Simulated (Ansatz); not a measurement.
# Co: do energies and stresses tell the same story?

Theory: Ansatz 0.2.0, DFT PBEsol, scalar-relativistic, plane waves, PAW.

Plane waves to 420 eV, a k mesh through Γ of 18×18×10 on the computed 2-atom cell and Gaussian smearing (0.10 eV); collinear spin from starting moments 1.8 1.8 μB.

Relaxed cell: P6_3/mmc, a = 2.456 Å, b = 2.456 Å, c = 3.969 Å, α = 90.00°, β = 90.00°, γ = 120.00°, 2 atoms in the primitive cell.

Energies at zero smearing and pressures from the stress tensor, at volumes with shape and atoms relaxed:
```tsv
V (Å³/atom)	E − E(first) (meV/atom)	P (GPa)
9.127	0.00	42.39
9.438	-69.37	29.19
9.749	-114.86	17.82
10.060	-139.81	8.14
10.371	-147.45	0.01
10.683	-140.65	-6.85
10.994	-121.48	-12.67
11.409	-79.97	-18.92
```

Task: Check P = −dE/dV between neighbouring volumes, and get the bulk modulus from the pressures alone.

Result: With 1 eV/Å³ = 160.2 GPa:
```json
{"middle V (Å³/atom)": "9.282", "−ΔE/ΔV (GPa)": "35.720", "mean P (GPa)": "35.791"}
{"middle V (Å³/atom)": "9.594", "−ΔE/ΔV (GPa)": "23.426", "mean P (GPa)": "23.505"}
{"middle V (Å³/atom)": "9.905", "−ΔE/ΔV (GPa)": "12.847", "mean P (GPa)": "12.980"}
{"middle V (Å³/atom)": "10.216", "−ΔE/ΔV (GPa)": "3.933", "mean P (GPa)": "4.076"}
{"middle V (Å³/atom)": "10.527", "−ΔE/ΔV (GPa)": "-3.498", "mean P (GPa)": "-3.420"}
{"middle V (Å³/atom)": "10.838", "−ΔE/ΔV (GPa)": "-9.872", "mean P (GPa)": "-9.762"}
{"middle V (Å³/atom)": "11.201", "−ΔE/ΔV (GPa)": "-16.031", "mean P (GPa)": "-15.796"}
```

The two differ by 0.24 GPa at most. The mean of two end pressures misses the average over a step by about ΔV² P″/12, up to 0.17 GPa here; with that taken off 0.13 GPa remains. The stress is the derivative of the free energy, not of the energy at zero smearing, and with free energies 0.03 GPa remains. Around V = 10.371 Å³/atom, the two neighbours give B = −V ΔP/ΔV = 10.371 × 14.99 / 0.622 = 249.9 GPa, against B0 = 249.4 GPa from the Birch–Murnaghan fit of the energies.

Only this magnetic start was tried.